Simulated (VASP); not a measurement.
# InSb (F-43m) in VASP: further runs

Runs on InSb. Level: PBE. Tasks: relaxation of cell and atoms.

Program: VASP 6.6.1. These are calculated values, not measurements. Logs are shortened: lines on timing, memory, paths and dates and some standing lists are left out, and cuts for length are marked.

## Step 1: Starting point

The structure is cubic, space group F-43m (No. 216). The conventional cell has a = 6.478 Å, b = 6.478 Å, c = 6.478 Å, α = 90.00°, β = 90.00°, γ = 90.00°. Around In (site symmetry -43m) lie 4 Sb at 2.81 Å. Around Sb (site symmetry -43m) lie 4 In at 2.81 Å.

## Step 2: Relaxation of cell and atoms, PBE

Contents of INCAR:

```
SYSTEM = InSb
PREC     = Accurate       ! precision mode
ENCUT    = 600            ! plane-wave cutoff, eV
EDIFF    = 1E-6           ! SCF threshold, eV
ISMEAR   = 0              ! smearing method
SIGMA    = 0.03           ! smearing width, eV
LREAL    = .FALSE.        ! projectors in reciprocal space
LASPH    = .TRUE.         ! aspherical terms in the spheres
NELM     = 80             ! most SCF steps
ALGO     = Normal         ! electronic algorithm
ISIF     = 3              ! what is computed and relaxed
LWAVE    = .FALSE.        ! write WAVECAR
LCHARG   = .FALSE.        ! write CHGCAR
GGA      = PE             ! functional
IBRION   = 2              ! ionic algorithm
NSW      = 90             ! ionic steps
EDIFFG   = -0.01          ! ionic threshold
```

Contents of KPOINTS:

```
Automatic mesh
0
G
  10 10 10
  0 0 0
```

Contents of POSCAR:

```
InSb
1.0
    0.0000000000      3.2391000000      3.2391000000
    3.2391000000      0.0000000000      3.2391000000
    3.2391000000      3.2391000000      0.0000000000
In Sb
1 1
Direct
    0.0000000000      0.0000000000      0.0000000000
    0.2500000000      0.2500000000      0.2500000000
```

Potentials or basis: VASP PAW PBE potentials, release 64 (In_d, Sb).

The run is started by

```sh
$ cat potpaw_PBE.64/In_d/POTCAR potpaw_PBE.64/Sb/POTCAR > POTCAR
$ mpirun -np 1 vasp_std > vasp.out
```

OUTCAR:

```text
SYSTEM = InSb
   PREC = Accurate
   ENCUT = 600
   EDIFF = 1E-6
   ISMEAR = 0
   LREAL = .FALSE.
   LASPH = .TRUE.
   NELM = 80
   ISIF = 3
   GGA = PE
   IBRION = 2
   NSW = 90
   EDIFFG = -0.01

 ion  position               nearest neighbor table
   1  0.000  0.000  0.000-   2 2.81   2 2.81   2 2.81   2 2.81
   2  0.250  0.250  0.250-   1 2.81   1 2.81   1 2.81   1 2.81

  LATTYP: Found a face centered cubic cell.
 ALAT       =     6.4782000000

  Lattice vectors:

 A1 = (   0.0000000000,   3.2391000000,   3.2391000000)
 A2 = (   3.2391000000,   0.0000000000,   3.2391000000)
 A3 = (   3.2391000000,   3.2391000000,   0.0000000000)

Analysis of symmetry for initial positions (statically):
=====================================================================
 Subroutine PRICEL returns:
 Original cell was already a primitive cell.

 Routine SETGRP: Setting up the symmetry group for a
 face centered cubic supercell.

 Subroutine GETGRP returns: Found 24 space group operations
 (whereof 24 operations were pure point group operations)
 out of a pool of 48 trial point group operations.

The static configuration has the point symmetry T_d .

Analysis of symmetry for dynamics (positions and initial velocities):
=====================================================================
 Subroutine PRICEL returns:
 Original cell was already a primitive cell.

 Routine SETGRP: Setting up the symmetry group for a
 face centered cubic supercell.

 Subroutine GETGRP returns: Found 24 space group operations
 (whereof 24 operations were pure point group operations)
 out of a pool of 48 trial point group operations.

The dynamic configuration has the point symmetry T_d .

 Subroutine INISYM returns: Found 24 space group operations
 (whereof 24 operations are pure point group operations),
 and found     1 'primitive' translations

----------------------------------------------------------------------------------------

                                     Primitive cell

  volume of cell :      67.9678

  direct lattice vectors                    reciprocal lattice vectors
     0.000000000  3.239100000  3.239100000    -0.154363867  0.154363867  0.154363867
     3.239100000  0.000000000  3.239100000     0.154363867 -0.154363867  0.154363867
     3.239100000  3.239100000  0.000000000     0.154363867  0.154363867 -0.154363867

  length of vectors
     4.580779150  4.580779150  4.580779150     0.267366060  0.267366060  0.267366060

  position of ions in fractional coordinates (direct lattice)
     0.000000000  0.000000000  0.000000000
     0.250000000  0.250000000  0.250000000

  ion indices of the primitive-cell ions
   primitive index   ion index
                 1           1
                 2           2

----------------------------------------------------------------------------------------

 KPOINTS: Automatic mesh

Automatic generation of k-mesh.
 Grid dimensions read from file:
 generate k-points for:   10   10   10

 Generating k-lattice:

  Cartesian coordinates                     Fractional coordinates (reciprocal lattice)
    -0.015436387  0.015436387  0.015436387     0.100000000  0.000000000  0.000000000
     0.015436387 -0.015436387  0.015436387     0.000000000  0.100000000  0.000000000
     0.015436387  0.015436387 -0.015436387     0.000000000  0.000000000  0.100000000

  Length of vectors
     0.026736606  0.026736606  0.026736606

  Shift w.r.t. Gamma in fractional coordinates (k-lattice)
     0.000000000  0.000000000  0.000000000

 Subroutine IBZKPT returns following result:
 ===========================================

 Found     47 irreducible k-points:

 Following reciprocal coordinates:
            Coordinates               Weight
  0.000000  0.000000  0.000000      1.000000
  0.100000  0.000000  0.000000      8.000000
  0.200000  0.000000  0.000000      8.000000
  0.300000  0.000000  0.000000      8.000000
  0.400000  0.000000  0.000000      8.000000
  0.500000  0.000000  0.000000      4.000000
[... 16 lines left out ...]
  0.300000  0.300000  0.000000      6.000000
  0.400000  0.300000  0.000000     24.000000
 [... further k-points ...]
   k-points           NKPTS =     47   k-points in BZ     NKDIM =     47   number of bands    NBANDS=     13
   number of dos      NEDOS =    301   number of ions     NIONS =      2
   total plane-waves  NPLWV =  64000
   dimension x,y,z NGX =    40 NGY =   40 NGZ =   40
   dimension x,y,z NGXF=    80 NGYF=   80 NGZF=   80
   ions per type =               1   1
   NGX,Y,Z   is equivalent  to a cutoff of  14.52, 14.52, 14.52 a.u.
   NGXF,Y,Z  is equivalent  to a cutoff of  29.03, 29.03, 29.03 a.u.
 SYSTEM =  InSb
   PREC   = accura    normal or accurate (medium, high low for compatibility)
   ISTART =      0    job   : 0-new  1-cont  2-samecut
   ICHARG =      2    charge: 1-file 2-atom 10-const
   ISPIN  =      1    spin polarized calculation?
   LNONCOLLINEAR =      F non collinear calculations
   LSORBIT =      F    spin-orbit coupling
   LASPH  =      T    aspherical Exc in radial PAW
   ENCUT  =  600.0 eV  44.10 Ry    6.64 a.u.   9.15  9.15  9.15*2*pi/ulx,y,z
   NELM   =     80;   NELMIN=  2; NELMDL= -5     # of ELM steps
   EDIFF  = 0.1E-05   stopping-criterion for ELM
   LREAL  =      F    real-space projection
   EDIFFG = -.1E-01   stopping-criterion for IOM
   NSW    =     90    number of steps for IOM
   IBRION =      2    ionic relax: 0-MD 1-quasi-New 2-CG
   NFREE  =      1    steps in history (QN), initial steepest desc. (CG)
   ISIF   =      3    stress and relaxation
   ISYM   =      2    0-nonsym 1-usesym 2-fastsym
   POTIM  = 0.5000    time-step for ionic-motion
   TEBEG  =    0.0;   TEEND  =   0.0 temperature during run
   PSTRESS=    0.0 pullay stress
   NELECT =      18.0000    total number of electrons
   NUPDOWN=      -1.0000    fix difference up-down
   EMIN   =  10.00;   EMAX   =-10.00  energy-range for DOS
   EFERMI =   0.00;   METHOD = LEGACY
   ISMEAR =     0;   SIGMA  =   0.03  broadening in eV -4-tet -1-fermi 0-gaus
   EFERMI_NEDOS =   21; number of points for ismear=-14 and -15
   IALGO  =     38    algorithm
   IMIX   =      4    mixing-type and parameters
     AMIX     =   0.40;   BMIX     =  1.00
     AMIX_MAG =   1.60;   BMIX_MAG =  1.00
  volume/ion in A,a.u.               =      33.98       229.33
  Fermi-wavevector in a.u.,A,eV,Ry     =   1.051311  1.986690 15.037912  1.105255
  Thomas-Fermi vector in A             =   2.186349
   LORBIT       =      0    0 simple, 1 ext, 2 COOP (PROOUT), +10 PAW based schemes
   GGA     = PE    functional components
   LHFCALC =     F    Hartree Fock is set to
   AEXX    =    0.0000 exact exchange contribution
   IVDW    =     0    specifies the selected vdW correction
   LEPSILON=     F    determine dielectric tensor
   LRPA    =     F    only Hartree local field effects (RPA)
 conjugate gradient relaxation of ions
 non-spin polarized calculation
 Gauss-broadening in eV      SIGMA  =   0.03
  energy-cutoff  :      600.00
  volume of cell :       67.97
 maximum number of plane-waves:      2288
 NGX is ok and might be reduce to    40
   NGX = 19   NGY = 19   NGZ = 19

--------------------------------------- Ionic step        1  -------------------------------------------

 number of electron      18.0000001 magnetization

 Free energy of the ion-electron system (eV)
  ---------------------------------------------------
  ext. energy  EPLUGINS =         0.00000000
  ---------------------------------------------------
  free energy    TOTEN  =        -6.90581565 eV

  energy without entropy =       -6.90576937  energy(sigma->0) =       -6.90579251

 E-fermi :   5.1186     XC(G=0):  -8.6873

 val. band max:        5.1094856553   @ k =   0.0000   0.0000   0.0000
 cond. band min:       5.6479510241   @ k =   0.5000   0.0000   0.0000
 fundamental gap:      0.5384653688
 Fermi energy:         5.1186226859

 k-point     1 :       0.0000    0.0000    0.0000
  band No.  band energies     occupation
      1      -9.4972      2.00000
      2      -9.4972      2.00000
      3      -9.4972      2.00000
      4      -9.4119      2.00000
      5      -9.4119      2.00000
      6      -5.6108      2.00000
      7       4.9220      2.00000
      8       5.1095      1.33333
      9       5.1095      1.33333
     10       5.1095      1.33333
     11       8.0694      0.00000
     12       8.0694      0.00000
     13       8.0694      0.00000

 k-point     2 :       0.1000    0.0000    0.0000
  band No.  band energies     occupation
      1      -9.5018      2.00000
      2      -9.4950      2.00000
      3      -9.4950      2.00000
      4      -9.4121      2.00000
      5      -9.4121      2.00000
      6      -5.5196      2.00000
      7       3.6199      2.00000
      8       4.9691      2.00000
      9       4.9691      2.00000
     10       5.9497      0.00000
     11       8.2641      0.00000
[... 412 lines left out ...]
 POSITION                                       TOTAL-FORCE (eV/Angst)
 -----------------------------------------------------------------------------------
      6.68614      6.68614      6.68614         0.000000      0.000000      0.000000
      1.67153      1.67153      1.67153        -0.000000     -0.000000     -0.000000
 -----------------------------------------------------------------------------------
    total drift:                               -0.000000     -0.000000     -0.000000

  FREE ENERGIE OF THE ION-ELECTRON SYSTEM (eV)
  ---------------------------------------------------
  free  energy   TOTEN  =        -6.9472619262 eV

  energy  without entropy=       -6.9472156475  energy(sigma->0) =       -6.94723879

--------------------------------------- Ionic step        3  -------------------------------------------

 number of electron      18.0000000 magnetization

 Free energy of the ion-electron system (eV)
  ---------------------------------------------------
  ext. energy  EPLUGINS =         0.00000000
  ---------------------------------------------------
  free energy    TOTEN  =        -6.95175201 eV

  energy without entropy =       -6.95170573  energy(sigma->0) =       -6.95172887

 E-fermi :   4.3948     XC(G=0):  -8.3856

 val. band max:        4.3856524077   @ k =   0.0000   0.0000   0.0000
 cond. band min:       4.8055131054   @ k =   0.5000   0.0000   0.0000
 fundamental gap:      0.4198606977
 Fermi energy:         4.3947894160

 k-point     1 :       0.0000    0.0000    0.0000
  band No.  band energies     occupation
      1     -10.0841      2.00000
      2     -10.0841      2.00000
      3     -10.0841      2.00000
      4     -10.0171      2.00000
      5     -10.0171      2.00000
      6      -5.9044      2.00000
      7       3.7987      2.00000
      8       4.3857      1.33334
      9       4.3857      1.33333
     10       4.3857      1.33333
     11       7.3510      0.00000
     12       7.3510      0.00000
     13       7.3510      0.00000

 k-point     2 :       0.1000    0.0000    0.0000
  band No.  band energies     occupation
      1     -10.0874      2.00000
      2     -10.0825      2.00000
      3     -10.0825      2.00000
      4     -10.0172      2.00000
      5     -10.0172      2.00000
      6      -5.8226      2.00000
      7       2.7868      2.00000
      8       4.2628      2.00000
      9       4.2628      2.00000
     10       5.0111      0.00000
     11       7.5179      0.00000
[... 376 lines left out ...]
 POSITION                                       TOTAL-FORCE (eV/Angst)
 -----------------------------------------------------------------------------------
      0.00000      0.00000      0.00000        -0.000000     -0.000000     -0.000000
      1.65841      1.65841      1.65841         0.000000      0.000000      0.000000
 -----------------------------------------------------------------------------------
    total drift:                               -0.000000     -0.000000     -0.000000

  FREE ENERGIE OF THE ION-ELECTRON SYSTEM (eV)
  ---------------------------------------------------
  free  energy   TOTEN  =        -6.9517520101 eV

  energy  without entropy=       -6.9517057314  energy(sigma->0) =       -6.95172887

 reached required accuracy - stopping structural energy minimisation
```

It took 82 s on 1 thread of Intel Xeon 6975P-C (Granite Rapids), shared host; peak memory 0.27 GiB.

What came out:

```
Free energy                            : -6.9518 eV
Relaxed volume                         : 36.49 Å³/atom
Relaxed cell                           : a = 4.691 Å, b = 4.691 Å, c = 4.691 Å, α = 60.00°, β = 60.00°, γ = 60.00°
Space group after relaxing (to 0.05 Å) : F-43m (No. 216)
Energy gained by relaxing              : 23.0 meV/atom
Ionic steps                            : 3
Pressure after relaxing                : 0.0 GPa
Band gap on the k mesh                 : none (metal or under the smearing width)
```

The path:
```tsv
step	energy change (eV)	largest force (eV/Å)	pressure (GPa)	volume (Å³)
1	0.0000	0.0000	3.14	67.97
2	-0.0414	0.0000	-0.83	74.72
3	-0.0459	0.0000	0.02	72.98
```

Final structure:
```xyz
2
Lattice="0.0000 3.3168 3.3168 3.3168 0.0000 3.3168 3.3168 3.3168 0.0000" Properties=species:S:1:pos:R:3 pbc="T T T"
In    0.0000    0.0000    0.0000
Sb    1.6584    1.6584    1.6584
```

Caveat: this crystal is a semiconductor, whose small gap the functional closes, so the metal is an error of the method. PBE usually gives volumes a little too large and moduli too small.

## Step 3: Relaxation of cell and atoms, PBE

This run uses another cell than the first one, of 36.49 Å³/atom, 1.074 times its volume.

INCAR: that of step 2 with these lines changed.

```diff
@@ -3,3 +3,3 @@
 ENCUT    = 600            ! plane-wave cutoff, eV
-EDIFF    = 1E-6           ! SCF threshold, eV
+EDIFF    = 1E-7           ! SCF threshold, eV
 ISMEAR   = 0              ! smearing method
@@ -16,2 +16,2 @@
 NSW      = 90             ! ionic steps
-EDIFFG   = -0.01          ! ionic threshold
+EDIFFG   = -0.005         ! ionic threshold
```

KPOINTS is that of step 2.

Contents of POSCAR:

```
InSb                                    
1.0
    0.0000000000      3.3168267494      3.3168267494
    3.3168267494     -0.0000000000      3.3168267494
    3.3168267494      3.3168267494      0.0000000000
  In              Sb            
     1     1
Direct
     0.0000000000000000    0.0000000000000000    0.0000000000000000
     0.2500000000000000    0.2500000000000000    0.2500000000000000
```

Potentials or basis: VASP PAW PBE potentials, release 64 (In_d, Sb).

The run is started by

```sh
$ cat potpaw_PBE.64/In_d/POTCAR potpaw_PBE.64/Sb/POTCAR > POTCAR
$ mpirun -np 1 vasp_std > vasp.out
```

Run time: 50 s. Hardware: 1 thread of Intel Xeon 6975P-C (Granite Rapids), shared host; peak memory 0.27 GiB.

Results (log left out):

```yaml
Free_energy: -6.9522 eV
Relaxed_volume: 36.52 Å³/atom
Relaxed_cell: a = 4.692 Å, b = 4.692 Å, c = 4.692 Å, α = 60.00°, β = 60.00°, γ = 60.00°
Space_group_after_relaxing_to_0.05_Å: F-43m (No. 216)
Energy_gained_by_relaxing: 0.0 meV/atom
Ionic_steps: 2
Pressure_after_relaxing: 0.0 GPa
Band_gap_on_the_k_mesh: none (metal or under the smearing width)
```

Final structure:
```yaml
crystal:
  lattice:
    - [0.00000, 3.31764, 3.31764]
    - [3.31764, 0.00000, 3.31764]
    - [3.31764, 3.31764, 0.00000]
  atoms:
    - { symbol: In, position: [0.00000, 0.00000, 0.00000] }
    - { symbol: Sb, position: [0.25000, 0.25000, 0.25000] }
```

Levels at points of the mesh, in eV from the Fermi level:
| k point | band 7 | band 8 | band 9 | band 10 | band 11 | band 12 |
| --- | --- | --- | --- | --- | --- | --- |
| (0.00, 0.00, 0.00) | -0.60 | -0.01 | -0.01 | -0.01 | 2.96 | 2.96 |
| (0.50, 0.00, 0.00) | -5.31 | -0.91 | -0.91 | 0.41 | 3.79 | 3.79 |
| (0.50, 0.50, 0.00) | -5.63 | -2.04 | -2.04 | 1.35 | 1.46 | 7.72 |

Caveat: this crystal is a semiconductor, whose small gap the functional closes, so the metal is an error of the method. The run has no spin-orbit coupling, so splittings on Sb are missing.
